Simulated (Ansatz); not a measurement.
Crystal: Ga.

```
CELL_PARAMETERS angstrom
-1.38440 1.38440 2.31122
1.38440 -1.38440 2.31122
1.38440 1.38440 -2.31122
ATOMIC_POSITIONS crystal
Ga 0.00000 0.00000 0.00000
```

This isn't the form of Ga at room conditions, which is orthorhombic.

Base run:

```yaml
Program: Ansatz 0.2.0
Functional: RPBE
Potentials_or_basis: Ansatz PAW
Cutoff: "420 eV (not typed: the program's choice for these potentials)"
k_mesh: 13 × 13 × 13
Occupations: fermi-dirac, width 0.05 eV
Spin: no spin polarisation
```

Its results: band gap on the k mesh none (metal or under the smearing width); pressure 5.5 GPa.

Q: After a change of settings the same cell gave: band gap on the k mesh none (metal or under the smearing width); pressure -0.3 GPa. Which change was it?
A. functional from RPBE to revPBE
B. functional from RPBE to LDA
C. functional from RPBE to PBE
D. functional from RPBE to PBEsol

A: D.

PBEsol binds more tightly than RPBE, so the same cell stands under less pressure.

Caveats: the PAW data sets come from PBE, with cores solved anew for the run's functional, which leaves a small shift of forces and pressure.
